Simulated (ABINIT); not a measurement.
# ZrSe2 (P-3m1) in ABINIT: band structure with TB-mBJ

Aim: the band structure of ZrSe2 with TB-mBJ.

All numbers are computed with ABINIT 10.8.3 (patched build); they aren't measurements. Logs are shortened: lines on timing, memory, paths and dates and some standing lists are left out, and cuts for length are marked. The log counts tension as positive stress, the text compression.

**Measured values to compare with.**

“Stress-Tuned Optical Transitions in Layered 1T-MX2 (M= Hf, Zr, Sn; X= S, Se) Crystals”, 2022, arxiv:2210.12074 quotes, for a bulk crystal of ZrSe2: band gap 1.2 eV (indirect).

The results are compared with them further down.

**1. The crystal as given**

It takes space group P-3m1 (No. 164, trigonal). The conventional cell has a = 3.798 Å, b = 3.798 Å, c = 6.192 Å, α = 90.00°, β = 90.00°, γ = 120.00°. Zr (site symmetry -3m) has 6 Se at 2.68 Å as nearest neighbours. Se (site symmetry 3m) has 3 Zr at 2.68 Å as nearest neighbours.

**2. Band structure, TB-mBJ**

Input file run.abi:

```
# Datasets: ground state, then fixed potential
ndtset 2

# Pseudopotentials
pp_dirpath "./"
pseudos "Zr.LDA_PW-JTH.xml, Se.LDA_PW-JTH.xml"

# Structure
acell 3.798 3.798 6.192 Angstrom
rprim
     1.0000000000     0.0000000000     0.0000000000
    -0.5000000000     0.8660254038     0.0000000000
     0.0000000000     0.0000000000     1.0000000000
ntypat 2
znucl 40 34
natom 3
typat 1 2 2
xcart
     0.0000000000     0.0000000000     0.0000000000
     3.5885899110     2.0718733507     8.7758881228
    -0.0000000004     4.1437467021     2.9252960409

# Plane-wave basis
ecut 544.227725 eV
pawecutdg 40.0

# Exchange and correlation
ixc -208012
usekden 1
pawxcdev 0

# Bands and occupations
occopt 3
tsmear 0.05 eV

# SCF cycle
nstep 100
diemix 0.3
optforces 0
optstress 0

# Output
iomode 3
prtwf 0
prteig 0
prtebands 0
enunit 1
prtden1 1
prtkden1 1

# Dataset 1
kptopt1 1
ngkpt1 8 8 5
nshiftk1 1
shiftk1 0.0 0.0 0.0
nband1 16
tolvrs1 1.0e-7

# Dataset 2: bands along G-M-K-G-A-L-H-A
iscf2 -2
getden2 1
getkden2 1
nband2 22
nbdbuf2 4
tolwfr2 1.0e-11
kptopt2 -7
ndivsm2 6
prteig2 1
kptbounds2
     0.0000000000     0.0000000000     0.0000000000
     0.5000000000     0.0000000000     0.0000000000
     0.3333333333     0.3333333333     0.0000000000
     0.0000000000     0.0000000000     0.0000000000
     0.0000000000     0.0000000000     0.5000000000
     0.5000000000     0.0000000000     0.5000000000
     0.3333333333     0.3333333333     0.5000000000
     0.0000000000     0.0000000000     0.5000000000
```

Potentials or basis: JTH PAW LDA v2.0.

Started as:

```sh
abinit run.abi > log 2>&1
```

run.abo:

```text
.Version 10.8.3 of ABINIT
 DATASET    1 : space group P-3 m 1 (#164); Bravais hP (primitive hexag.)
================================================================================
 Values of the parameters that define the memory need for DATASET  1.
     intxc =       0    ionmov =       0      iscf =       7    lmnmax =      18
     lnmax =       6     mgfft =      48  mpssoang =       3    mqgrid =    3332
     natom =       3  nloc_mem =       2    nspden =       1   nspinor =       1
    nsppol =       1      nsym =      12    n1xccc =       1    ntypat =       2
    occopt =       3   xclevel =       2
       mpw =        2249          nfft =       43200          nkpt =          40
 PAW method is used; the additional fine FFT grid is defined by:
   mgfftf=        72    nfftf =    145800
================================================================================
================================================================================

 DATASET    2 : space group P-3 m 1 (#164); Bravais hP (primitive hexag.)
================================================================================
 Values of the parameters that define the memory need for DATASET  2.
     intxc =       0    ionmov =       0      iscf =      -2    lmnmax =      18
     lnmax =       6     mgfft =      48  mpssoang =       3    mqgrid =    3332
     natom =       3  nloc_mem =       2    nspden =       1   nspinor =       1
    nsppol =       1      nsym =      12    n1xccc =       1    ntypat =       2
    occopt =       3   xclevel =       2
       mpw =        2252          nfft =       43200          nkpt =          69
 PAW method is used; the additional fine FFT grid is defined by:
   mgfftf=        72    nfftf =    145800
================================================================================
================================================================================

--------------------------------------------------------------------------------
------------- Echo of variables that govern the present computation ------------
--------------------------------------------------------------------------------
 -outvars: echo values of preprocessed input variables --------
            acell      7.1771798262E+00  7.1771798262E+00  1.1701184172E+01 Bohr
              amu      9.12240000E+01  7.89600000E+01
           diemix      3.00000000E-01
             ecut      2.00000000E+01 Hartree
           enunit           1
           getden1          0
           getden2          1
          getkden1          0
          getkden2          1
             iscf1          7
             iscf2         -2
                       outvar_i_n : Printing only first  50 k-points.
              ixc     -208012
           jdtset        1    2
                       outvar_i_n : Printing only first  50 k-points.
           kptopt1          1
           kptopt2         -7
         kptrlatt        8    0    0      0    8    0      0    0    5
          kptrlen1     5.74174386E+01
          kptrlen2     3.00000000E+01
            natom           3
            nband1         16
            nband2         22
           nbdbuf1          0
           nbdbuf2          4
           ndtset           2
           ndivsm1          0
           ndivsm2          6
            ngfft          30      30      48
          ngfftdg          45      45      72
             nkpt1         40
             nkpt2         69
            nstep         100
             nsym          12
           ntypat           2
           occopt           3
        optforces           0
        optstress           0
        pawecutdg      4.00000000E+01 Hartree
         pawxcdev           0
        prtebands           0
           prteig1          0
           prteig2          1
          prtkden           1
            prtwf           0
            rprim      1.0000000000E+00  0.0000000000E+00  0.0000000000E+00
                      -5.0000000000E-01  8.6602540380E-01  0.0000000000E+00
                       0.0000000000E+00  0.0000000000E+00  1.0000000000E+00
           shiftk1     0.00000000E+00  0.00000000E+00  0.00000000E+00
           shiftk2     5.00000000E-01  5.00000000E-01  5.00000000E-01
          spgroup         164
           tolvrs1     1.00000000E-07
[... 802 lines left out ...]
  7.22E-12  8.84E-12  2.76E-10  5.98E-08  4.19E-09  2.96E-08
 -1.7128E+00 -9.0237E-01 -8.9852E-01 -8.9842E-01 -3.5867E-01 -3.3637E-01
 -6.6904E-03  1.0899E-02  1.5020E-02  5.1030E-02  1.0062E-01  1.0370E-01
  1.6621E-01  1.6717E-01  2.0367E-01  2.8313E-01  2.8701E-01  3.4747E-01
  3.9304E-01  4.6044E-01  4.6545E-01  4.7493E-01
 Non-SCF case, kpt   69 (  0.00000  0.00000  0.50000), residuals and eigenvalues=
  5.92E-12  9.64E-12  1.72E-12  9.87E-12  7.75E-12  4.76E-12  8.29E-12  7.71E-12
  7.03E-12  3.29E-12  7.52E-12  6.40E-12  1.52E-12  4.08E-12  4.25E-12  8.11E-12
  4.86E-12  3.57E-12  8.27E-12  2.74E-10  6.53E-09  6.94E-09
 -1.7128E+00 -9.0239E-01 -8.9840E-01 -8.9840E-01 -3.5928E-01 -3.3641E-01
 -7.3748E-03  1.4708E-02  1.4708E-02  4.6833E-02  1.0609E-01  1.0609E-01
  1.6458E-01  1.6458E-01  2.0173E-01  2.8810E-01  2.8810E-01  3.4187E-01
  3.9097E-01  4.6311E-01  4.6311E-01  4.7350E-01

Result for kinetic energy density :

--------------------------------------------------------------------------------
 Total kinetic energy density [Ha/Bohr^3]
)     Maximum=    1.2004E+00  at reduced coord.    0.0000    0.0000    0.0000
)     Minimum=    5.9193E-04  at reduced coord.    0.0000    0.0000    0.5000
   Integrated=    1.9059E+01
--------------------------------------------------------------------------------

--- !ResultsGS
iteration_state: {dtset: 2, }
comment   : Summary of ground state results
lattice_vectors:
- [  7.1771798,   0.0000000,   0.0000000, ]
- [ -3.5885899,   6.2156201,   0.0000000, ]
- [  0.0000000,   0.0000000,  11.7011842, ]
lattice_lengths: [   7.17718,    7.17718,   11.70118, ]
lattice_angles: [ 90.000,  90.000, 120.000, ] # degrees, (23, 13, 12)
lattice_volume:   5.2199711E+02
convergence: {deltae:  0.000E+00, res2:  0.000E+00, residm:  9.978E-12, diffor:  0.000E+00, }
etotal    :  -5.42523850E+01
entropy   :   0.00000000E+00
fermie    :   1.29199236E-01
cartesian_stress_tensor: null
pressure_GPa: null
xred      :
- [  0.0000E+00,   0.0000E+00,   0.0000E+00, Zr]
- [  6.6667E-01,   3.3333E-01,   7.5000E-01, Se]
- [  3.3333E-01,   6.6667E-01,   2.5000E-01, Se]
cartesian_forces: null
force_length_stats: {min: null, max: null, mean: null, }
...

 Integrated electronic density in atomic spheres:
 ------------------------------------------------
 Atom  Sphere_radius  Integrated_density
    1        2.22030          8.91178586
    2        2.21132          4.03464432
    3        2.21132          4.03464432

================================================================================

 ----iterations are completed or convergence reached----

 Mean square residual over all n,k,spin=   50.161E-13; max=  99.778E-13
 reduced coordinates (array xred) for    3 atoms
       0.000000000000      0.000000000000      0.000000000000
       0.666666666667      0.333333333333      0.749999999833
       0.333333333333      0.666666666667      0.250000000167

 cartesian coordinates (angstrom) at end:
    1      0.00000000000000     0.00000000000000     0.00000000000000
    2      1.89900000000000     1.09638816121080     4.64399999896533
    3      0.00000000000000     2.19277632242160     1.54800000103467
 length scales=  7.177179826198  7.177179826198 11.701184171621 bohr
              =  3.798000000000  3.798000000000  6.192000000000 angstroms
 Eigenvalues (   eV  ) for nkpt=  69  k points:
 kpt#   1, nband= 22, wtk=  1.00000, kpt=  0.0000  0.0000  0.0000 (reduced coord)
 -46.60742  -24.55520  -24.44681  -24.44681  -10.01882   -8.81431   -1.25974    0.35833
   0.35833    3.03926    3.03926    3.13658    4.50053    4.50053    5.10130    7.48201
   7.48201    8.87822    8.90584   12.47283   12.47283   15.47682
 kpt#   2, nband= 22, wtk=  1.00000, kpt=  0.0455  0.0000  0.0000 (reduced coord)
 -46.60707  -24.55425  -24.45040  -24.44756  -10.00047   -8.81703   -1.23241    0.33308
   0.36840    2.86537    2.96281    3.14008    4.54311    4.58484    5.12771    7.39696
   7.47009    9.01379    9.05981   12.43518   12.55754   15.35075
 kpt#   3, nband= 22, wtk=  1.00000, kpt=  0.0909  0.0000  0.0000 (reduced coord)
 -46.60630  -24.55176  -24.46072  -24.44975   -9.94647   -8.82477   -1.15162    0.26652
   0.39720    2.44264    2.77871    3.13238    4.58864    4.78941    5.21507    7.24797
   7.44350    9.31017    9.50006   12.34489   12.80352   15.06347
 kpt#   4, nband= 22, wtk=  1.00000, kpt=  0.1364  0.0000  0.0000 (reduced coord)
 -46.60470  -24.54790  -24.47668  -24.45313   -9.85997   -8.83673   -1.02102    0.17997
   0.44044    1.90846    2.55695    3.07368    4.57102    5.03617    5.35428    7.16451
   7.42505    9.72574   10.05887   12.26034   13.18844   14.27595
 kpt#   5, nband= 22, wtk=  1.00000, kpt=  0.1818  0.0000  0.0000 (reduced coord)
[... 245 lines left out ...]
   0.45477    1.87204    1.98360    2.40022    4.77759    4.79147    5.89024    7.11840
   7.58203   10.27740   11.08697   12.15673   12.58993   13.56033
 kpt#  67, nband= 22, wtk=  1.00000, kpt=  0.0513  0.0513  0.5000 (reduced coord)
 -46.60619  -24.55240  -24.45995  -24.44953   -9.71077   -9.14975   -0.12908    0.08534
   0.43047    1.62654    2.38948    2.64564    4.63913    4.67674    5.68993    7.41323
   7.72192    9.81578   10.85533   12.35406   12.68359   13.17415
 kpt#  68, nband= 22, wtk=  1.00000, kpt=  0.0256  0.0256  0.5000 (reduced coord)
 -46.60640  -24.55461  -24.45009  -24.44733   -9.75983   -9.15297   -0.18206    0.29657
   0.40871    1.38860    2.73812    2.82169    4.52278    4.54889    5.54214    7.70440
   7.81005    9.45514   10.69507   12.52925   12.66542   12.92354
 kpt#  69, nband= 22, wtk=  1.00000, kpt=  0.0000  0.0000  0.5000 (reduced coord)
 -46.60680  -24.55539  -24.44673  -24.44673   -9.77657   -9.15407   -0.20068    0.40023
   0.40023    1.27439    2.88695    2.88695    4.47834    4.47834    5.48937    7.83960
   7.83960    9.30288   10.63890   12.60187   12.60187   12.88455

== END DATASET(S) ==============================================================
================================================================================

 -outvars: echo values of variables after computation  --------
            acell      7.1771798262E+00  7.1771798262E+00  1.1701184172E+01 Bohr
           etotal1    -5.4252384976E+01
            fcart1     9.9999999999E+99  9.9999999999E+99  9.9999999999E+99
                       9.9999999999E+99  9.9999999999E+99  9.9999999999E+99
                       9.9999999999E+99  9.9999999999E+99  9.9999999999E+99
            rprim      1.0000000000E+00  0.0000000000E+00  0.0000000000E+00
                      -5.0000000000E-01  8.6602540380E-01  0.0000000000E+00
                       0.0000000000E+00  0.0000000000E+00  1.0000000000E+00
           strten1     9.9999999999E+99  9.9999999999E+99  9.9999999999E+99
                       9.9999999999E+99  9.9999999999E+99  9.9999999999E+99
           xangst      0.0000000000E+00  0.0000000000E+00  0.0000000000E+00
                       1.8990000000E+00  1.0963881612E+00  4.6439999990E+00
                       8.6390808742E-17  2.1927763224E+00  1.5480000010E+00
             xred      0.0000000000E+00  0.0000000000E+00  0.0000000000E+00
                       6.6666666667E-01  3.3333333333E-01  7.4999999983E-01
                       3.3333333333E-01  6.6666666667E-01  2.5000000017E-01
 Calculation completed.
```

Wall time 12 min (1 thread of Arm Neoverse V1, shared host); peak memory 0.2 GiB.

Results:

```
Band gap on the k mesh                                : 0.79 eV, indirect (least direct gap 1.36 eV)
Band gap along the path                               : 0.77 eV, indirect (least direct gap 1.36 eV)
Valence electrons inside the program's atomic spheres : Zr 8.91; Se 4.03
```

Levels at the corners of the path, in eV from the valence-band top:
| point | band 9 | band 10 | band 11 | band 12 | band 13 | band 14 | band 15 | band 16 |
| --- | --- | --- | --- | --- | --- | --- | --- | --- |
| Γ | -2.78 | -0.10 | -0.10 | 0.00 | 1.36 | 1.36 | 1.96 | 4.34 |
| M | -2.57 | -2.54 | -2.00 | -1.34 | 0.93 | 2.79 | 3.17 | 4.98 |
| K | -3.42 | -2.21 | -2.21 | -1.70 | 2.07 | 2.87 | 2.87 | 4.13 |
| Γ | -2.78 | -0.10 | -0.10 | 0.00 | 1.36 | 1.36 | 1.96 | 4.34 |
| A | -2.74 | -1.87 | -0.25 | -0.25 | 1.34 | 1.34 | 2.35 | 4.70 |
| L | -2.72 | -2.47 | -1.06 | -0.95 | 0.77 | 2.77 | 3.15 | 4.50 |
| H | -3.22 | -2.23 | -2.01 | -2.01 | 2.13 | 2.56 | 2.56 | 4.82 |
| A | -2.74 | -1.87 | -0.25 | -0.25 | 1.34 | 1.34 | 2.35 | 4.70 |

Caveat: the constant c of TB-mBJ comes from the pseudo density here, which moves gaps by up to 0.3 eV between sets of potentials; the PAW data sets were made with another functional, which shifts forces and pressure a little.

**3. Comparison with measurements**

Step 2. Against the measured gap of ZrSe2, 1.2 eV (indirect; quoted in “Stress-Tuned Optical Transitions in Layered 1T-MX2 (M= Hf, Zr, Sn; X= S, Se) Crystals”, 2022, arxiv:2210.12074), the calculated 0.77 eV is off by -0.43 eV. Spin-orbit coupling on Se, Zr is left out. The value is that of TB-mBJ, without temperature or zero-point motion.
